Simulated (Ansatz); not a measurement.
Here is an Ansatz 0.2.0 calculation.

The input input.yaml:

```yaml
crystal:
  lattice:
    - [4.002287, 0.0, 0.0]
    - [0.0, 4.002287, 0.0]
    - [0.0, 0.0, 4.002287]
  atoms:
    - { symbol: Pb, position: [0.0, 0.0, 0.0] }
    - { symbol: Te, position: [0.5, 0.5, 0.5] }
kpoints:
  mp_grid: { grid: [5, 5, 5] }
scf:
  occupations: { method: fermi_dirac, width: 0.05 }
hamiltonian:
  xc: lda
  pseudopotentials: { kind: all_electron, lapw: { basis_error: 0.001 } }
output:
  forces: true
  stress: true
elastic:
  mode: clamped_ion
  stencil: two_point
```

Potentials or basis: all-electron LAPW, scalar-relativistic.

Command:

```sh
$ ansatz run input.yaml --threads 1 --pin off --max-ram 3072MiB --backend cpu --events-out ev --progress --plain --runs-dir out
```

Task: Estimate the clamped-ion elastic constants C11, C12, C44.

Result: 24, 37, 15 GPa.

Task: What does it give for the Voigt bulk modulus?

Result: 33 GPa.

Task: What does it give for the band gap on the k mesh?

Result: None (metal or under the smearing width).

Task: Estimate the pressure.

Result: -4.3 GPa.

Elastic tensor in Voigt notation (GPa, ions clamped, in the Cartesian axes of the cell as first typed):
```
24 37 37  0  0  0
37 24 37  0  0  0
37 37 24  0  0  0
 0  0  0 15  0  0
 0  0  0  0 15  0
 0  0  0  0  0 15
```

Caveat: a metal's response needs a denser mesh; the cell is more than 3 GPa from zero pressure, which shifts response properties; the elastic tensor has a negative eigenvalue, so either the cell is unstable as it stands or the mesh is too thin. Spin-orbit coupling is left out, which matters for the levels of Pb, Te.
